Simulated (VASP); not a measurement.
# C (P4/mmm) in VASP: reference runs

Aim: a first look at C with PBE, on the cell as given and on a disturbed one.

Program: VASP 6.6.1. These are calculated values, not measurements. Logs are shortened: lines on timing, memory, paths and dates and some standing lists are left out, and cuts for length are marked.

## Step 1: The structure

Symmetry: P4/mmm, No. 123, tetragonal system. The conventional cell has a = 3.445 Å, b = 3.445 Å, c = 4.437 Å, α = 90.00°, β = 90.00°, γ = 90.00°. C (site symmetry m2m) is surrounded by 3 C at 1.37 to 1.47 Å.

The cell was built by a generator and needn't be a form met in nature.

## Step 2: Single point, PBE

The input, INCAR:

```
SYSTEM = C
PREC = Accurate
ENCUT = 520
EDIFF = 1E-7
ISMEAR = -1
SIGMA = 0.05
LREAL = .FALSE.
LASPH = .TRUE.
NELM = 60
ALGO = Normal
ISIF = 2
LWAVE = .FALSE.
LCHARG = .TRUE.
GGA = PE
LELF = .TRUE.
LVHAR = .TRUE.
NBANDS = 16
```

The input, KPOINTS:

```
Automatic mesh
0
G
  8 8 6
  0 0 0
```

The input, POSCAR:

```
C
1.0
    3.4446200000      0.0000000000      0.0000000000
    0.0000000000      3.4446200000      0.0000000000
    0.0000000000      0.0000000000      4.4370200000
C
4
Direct
    0.1990900000      0.5000000000      0.0000000000
    0.8009100000      0.5000000000      0.0000000000
    0.5000000000      0.1990900000      0.0000000000
    0.5000000000      0.8009100000      0.0000000000
```

Potentials or basis: VASP PAW PBE potentials, release 64 (C).

On the command line:

```sh
$ cat potpaw_PBE.64/C/POTCAR > POTCAR
$ mpirun -np 1 vasp_std > vasp.out
```

OUTCAR:

```text
SYSTEM = C
   PREC = Accurate
   ENCUT = 520
   EDIFF = 1E-7
   ISMEAR = -1
   LREAL = .FALSE.
   LASPH = .TRUE.
   NELM = 60
   ISIF = 2
   GGA = PE

 ion  position               nearest neighbor table
   1  0.199  0.500  0.000-   2 1.37   3 1.47   4 1.47
   2  0.801  0.500  0.000-   1 1.37   3 1.47   4 1.47
   3  0.500  0.199  0.000-   4 1.37   2 1.47   1 1.47
   4  0.500  0.801  0.000-   3 1.37   2 1.47   1 1.47

  LATTYP: Found a simple tetragonal cell.
 ALAT       =     3.4446200000
 C/A-ratio  =     1.2881014452

  Lattice vectors:

 A1 = (   3.4446200000,   0.0000000000,   0.0000000000)
 A2 = (   0.0000000000,   3.4446200000,   0.0000000000)
 A3 = (   0.0000000000,   0.0000000000,   4.4370200000)

Analysis of symmetry for initial positions (statically):
=====================================================================
 Subroutine PRICEL returns:
 Original cell was already a primitive cell.

 Routine SETGRP: Setting up the symmetry group for a
 simple tetragonal supercell.

 Subroutine GETGRP returns: Found 16 space group operations
 (whereof 16 operations were pure point group operations)
 out of a pool of 16 trial point group operations.

The static configuration has the point symmetry D_4h.

Analysis of symmetry for dynamics (positions and initial velocities):
=====================================================================
 Subroutine PRICEL returns:
 Original cell was already a primitive cell.

 Routine SETGRP: Setting up the symmetry group for a
 simple tetragonal supercell.

 Subroutine GETGRP returns: Found 16 space group operations
 (whereof 16 operations were pure point group operations)
 out of a pool of 16 trial point group operations.

The dynamic configuration has the point symmetry D_4h.

 Subroutine INISYM returns: Found 16 space group operations
 (whereof 16 operations are pure point group operations),
 and found     1 'primitive' translations

----------------------------------------------------------------------------------------

                                     Primitive cell

  volume of cell :      52.6470

  direct lattice vectors                    reciprocal lattice vectors
     3.444620000  0.000000000  0.000000000     0.290307784  0.000000000  0.000000000
     0.000000000  3.444620000  0.000000000     0.000000000  0.290307784  0.000000000
     0.000000000  0.000000000  4.437020000     0.000000000  0.000000000  0.225376491

  length of vectors
     3.444620000  3.444620000  4.437020000     0.290307784  0.290307784  0.225376491

  position of ions in fractional coordinates (direct lattice)
     0.199090000  0.500000000  0.000000000
     0.800910000  0.500000000  0.000000000
     0.500000000  0.199090000  0.000000000
     0.500000000  0.800910000  0.000000000

  ion indices of the primitive-cell ions
   primitive index   ion index
                 1           1
                 2           2
                 3           3
                 4           4

----------------------------------------------------------------------------------------

 KPOINTS: Automatic mesh

Automatic generation of k-mesh.
 Grid dimensions read from file:
 generate k-points for:    8    8    6

 Generating k-lattice:

  Cartesian coordinates                     Fractional coordinates (reciprocal lattice)
     0.036288473  0.000000000  0.000000000     0.125000000  0.000000000  0.000000000
     0.000000000  0.036288473  0.000000000     0.000000000  0.125000000  0.000000000
     0.000000000  0.000000000  0.037562749     0.000000000  0.000000000  0.166666667

  Length of vectors
     0.036288473  0.036288473  0.037562749

  Shift w.r.t. Gamma in fractional coordinates (k-lattice)
     0.000000000  0.000000000  0.000000000

 Subroutine IBZKPT returns following result:
 ===========================================

 Found     60 irreducible k-points:

 Following reciprocal coordinates:
            Coordinates               Weight
  0.000000  0.000000  0.000000      1.000000
  0.125000  0.000000  0.000000      4.000000
  0.250000  0.000000  0.000000      4.000000
  0.375000  0.000000  0.000000      4.000000
  0.500000  0.000000  0.000000      2.000000
  0.125000  0.125000  0.000000      4.000000
[... 16 lines left out ...]
  0.375000  0.125000  0.166667     16.000000
  0.500000  0.125000  0.166667      8.000000
 [... further k-points ...]
   k-points           NKPTS =     60   k-points in BZ     NKDIM =     60   number of bands    NBANDS=     16
   number of dos      NEDOS =    301   number of ions     NIONS =      4
   total plane-waves  NPLWV =  28224
   dimension x,y,z NGX =    28 NGY =   28 NGZ =   36
   dimension x,y,z NGXF=    56 NGYF=   56 NGZF=   72
   ions per type =               4
   NGX,Y,Z   is equivalent  to a cutoff of  13.51, 13.51, 13.49 a.u.
   NGXF,Y,Z  is equivalent  to a cutoff of  27.03, 27.03, 26.98 a.u.
 SYSTEM =  C
   PREC   = accura    normal or accurate (medium, high low for compatibility)
   ISTART =      0    job   : 0-new  1-cont  2-samecut
   ICHARG =      2    charge: 1-file 2-atom 10-const
   ISPIN  =      1    spin polarized calculation?
   LNONCOLLINEAR =      F non collinear calculations
   LSORBIT =      F    spin-orbit coupling
   LASPH  =      T    aspherical Exc in radial PAW
   ENCUT  =  520.0 eV  38.22 Ry    6.18 a.u.   6.40  6.40  8.25*2*pi/ulx,y,z
   NELM   =     60;   NELMIN=  2; NELMDL= -5     # of ELM steps
   EDIFF  = 0.1E-06   stopping-criterion for ELM
   LREAL  =      F    real-space projection
   EDIFFG = 0.1E-05   stopping-criterion for IOM
   NSW    =      0    number of steps for IOM
   IBRION =     -1    ionic relax: 0-MD 1-quasi-New 2-CG
   NFREE  =      0    steps in history (QN), initial steepest desc. (CG)
   ISIF   =      2    stress and relaxation
   ISYM   =      2    0-nonsym 1-usesym 2-fastsym
   POTIM  = 0.5000    time-step for ionic-motion
   TEBEG  =    0.0;   TEEND  =   0.0 temperature during run
   PSTRESS=    0.0 pullay stress
   NELECT =      16.0000    total number of electrons
   NUPDOWN=      -1.0000    fix difference up-down
   EMIN   =  10.00;   EMAX   =-10.00  energy-range for DOS
   EFERMI =   0.00;   METHOD = LEGACY
   ISMEAR =    -1;   SIGMA  =   0.05  broadening in eV -4-tet -1-fermi 0-gaus
   EFERMI_NEDOS =   21; number of points for ismear=-14 and -15
   IALGO  =     38    algorithm
   IMIX   =      4    mixing-type and parameters
     AMIX     =   0.40;   BMIX     =  1.00
     AMIX_MAG =   1.60;   BMIX_MAG =  1.00
  volume/ion in A,a.u.               =      13.16        88.82
  Fermi-wavevector in a.u.,A,eV,Ry     =   1.100669  2.079963 16.483087  1.211473
  Thomas-Fermi vector in A             =   2.237084
   LORBIT       =      0    0 simple, 1 ext, 2 COOP (PROOUT), +10 PAW based schemes
   GGA     = PE    functional components
   LHFCALC =     F    Hartree Fock is set to
   AEXX    =    0.0000 exact exchange contribution
   IVDW    =     0    specifies the selected vdW correction
   LEPSILON=     F    determine dielectric tensor
   LRPA    =     F    only Hartree local field effects (RPA)
 non-spin polarized calculation
  energy-cutoff  :      520.00
  volume of cell :       52.65
 maximum number of plane-waves:      1439
 NGX is ok and might be reduce to    28
   NGX = 13   NGY = 13   NGZ = 17

 number of electron      16.0000003 magnetization

 Free energy of the ion-electron system (eV)
  ---------------------------------------------------
  ext. energy  EPLUGINS =         0.00000000
  ---------------------------------------------------
  free energy    TOTEN  =       -34.89651064 eV

  energy without entropy =      -34.89649561  energy(sigma->0) =      -34.89650312

 E-fermi :   1.3060     XC(G=0):  -7.9604

 val. band max:        0.9103017192   @ k =   0.3750   0.3750   0.0000
 cond. band min:       1.6963057580   @ k =   0.1250   0.1250   0.5000
 fundamental gap:      0.7860040388
 Fermi energy:         1.3060456416

 k-point     1 :       0.0000    0.0000    0.0000
  band No.  band energies     occupation
      1     -17.6728      2.00000
      2      -9.7956      2.00000
      3      -9.2214      2.00000
      4      -7.7930      2.00000
      5      -7.7930      2.00000
      6      -5.4288      2.00000
[... 8 lines left out ...]
     15      14.4991      0.00000
     16      15.6784      0.00000

 k-point     2 :       0.1250    0.0000    0.0000
  band No.  band energies     occupation
      1     -17.5679      2.00000
      2     -10.6014      2.00000
      3      -9.4209      2.00000
      4      -7.6582      2.00000
      5      -6.7040      2.00000
      6      -5.2797      2.00000
[... 8 lines left out ...]
     15      14.4556      0.00000
     16      14.8475      0.00000

 k-point     3 :       0.2500    0.0000    0.0000
  band No.  band energies     occupation
      1     -17.2760      2.00000
      2     -11.9457      2.00000
      3      -9.4114      2.00000
      4      -7.2680      2.00000
      5      -5.1847      2.00000
      6      -4.8526      2.00000
[... 8 lines left out ...]
     15      14.1545      0.00000
     16      15.0647      0.00000

 k-point     4 :       0.3750    0.0000    0.0000
  band No.  band energies     occupation
      1     -16.8958      2.00000
      2     -13.0168      2.00000
      3      -9.3760      2.00000
      4      -6.6945      2.00000
      5      -4.2482      2.00000
      6      -4.0215      2.00000
[... 8 lines left out ...]
     15      12.6820      0.00000
     16      15.4608      0.00000
[... 324 lines left out ...]
 k-point    22 :       0.2500    0.1250    0.1667
  band No.  band energies     occupation
      1     -17.1663      2.00000
      2     -11.8831      2.00000
      3     -10.2989      2.00000
      4      -6.3828      2.00000
      5      -5.1535      2.00000
      6      -4.7847      2.00000
[... 8 lines left out ...]
     15      13.9715      0.00000
     16      14.6198      0.00000

 k-point    23 :       0.3750    0.1250    0.1667
  band No.  band energies     occupation
      1     -16.7860      2.00000
      2     -12.9399      2.00000
      3     -10.1724      2.00000
      4      -5.9459      2.00000
      5      -4.6264      2.00000
      6      -4.1641      2.00000
[... 8 lines left out ...]
     15      12.8047      0.00000
     16      14.3031      0.00000

 k-point    24 :       0.5000    0.1250    0.1667
  band No.  band energies     occupation
      1     -16.5805      2.00000
      2     -13.3788      2.00000
      3     -10.1134      2.00000
      4      -5.4347      2.00000
      5      -5.1544      2.00000
      6      -3.7697      2.00000
[... 8 lines left out ...]
     15      13.7546      0.00000
     16      14.1475      0.00000

 [... further k-points ...]

------------------------ aborting loop because EDIFF is reached ----------------------------------------

  FORCE on cell =-STRESS in cart. coord.  units (eV):
  Direction    XX          YY          ZZ          XY          YZ          ZX
  --------------------------------------------------------------------------------------
  -------------------------------------------------------------------------------------
  Total        0.0496980      0.0496980     -0.0045426      0.0000000     -0.0000000      0.0000000
  in kB        1.5124291      1.5124291     -0.1382421      0.0000000     -0.0000000      0.0000000
  external PRESSURE =       0.9622054 kB  Pullay stress =       0.0000000 kB

 VOLUME and BASIS-vectors are now :
 -----------------------------------------------------------------------------
  energy-cutoff  :      520.00
  volume of cell :       52.65
      direct lattice vectors                 reciprocal lattice vectors
     3.444620000  0.000000000  0.000000000     0.290307784  0.000000000  0.000000000
     0.000000000  3.444620000  0.000000000     0.000000000  0.290307784  0.000000000
     0.000000000  0.000000000  4.437020000     0.000000000  0.000000000  0.225376491

 POSITION                                       TOTAL-FORCE (eV/Angst)
 -----------------------------------------------------------------------------------
      0.68579      1.72231      0.00000         0.085453      0.000000     -0.000000
      2.75883      1.72231      0.00000        -0.085453     -0.000000     -0.000000
      1.72231      0.68579      0.00000         0.000000      0.085453     -0.000000
      1.72231      2.75883      0.00000         0.000000     -0.085453      0.000000
 -----------------------------------------------------------------------------------
    total drift:                               -0.000000      0.000000     -0.000000

  FREE ENERGIE OF THE ION-ELECTRON SYSTEM (eV)
  ---------------------------------------------------
  free  energy   TOTEN  =       -34.8965106391 eV

  energy  without entropy=      -34.8964956075  energy(sigma->0) =      -34.89650312
```

Run time: 19 s. Hardware: 1 thread of Intel Xeon 6975P-C (Granite Rapids), shared host; peak memory 0.17 GiB.

Results:

```yaml
Free_energy: -34.8965 eV
Pressure: 0.1 GPa
Largest_force: 0.085 eV/Å
Band_gap_on_the_k_mesh: none (metal or under the smearing width)
```

Forces in eV/Å, atoms in the order of the input:
```
C    0.085  0.000  0.000
C   -0.085  0.000  0.000
C    0.000  0.085  0.000
C    0.000 -0.085  0.000
```

Caveat: this functional lacks dispersion, which binds the layers, so the pressure and a relaxed spacing across them are unreliable.

[end of part 1 of 2]
